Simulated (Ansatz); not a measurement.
Four zincblende compounds that share partners, relaxed with r2SCAN in the plane-wave code Ansatz; the fourth is withheld. Calculated for a static, non-magnetic cell.

| solid | a (Å) |
| --- | --- |
| HgS | 5.930 |
| HgTe | 6.578 |
| CdS | 5.878 |

Problem. If bond lengths are sums of radii, what lattice constant follows for CdTe?

Solution. a(CdTe) ≈ a(HgTe) + a(CdS) − a(HgS) = 6.578 + 5.878 − 5.930 = 6.526 Å. The relaxed cell has 6.560 Å, +0.5 % from the sum: the rule is only rough here.

Problem. How much does a change of partner add, in either pair?

Solution. HgS → HgTe: +0.648 Å, and CdS → CdTe: +0.682 Å; HgS → CdS: -0.052 Å, and HgTe → CdTe: -0.018 Å. Fixed radii would make each pair equal; they differ by 0.034 Å.
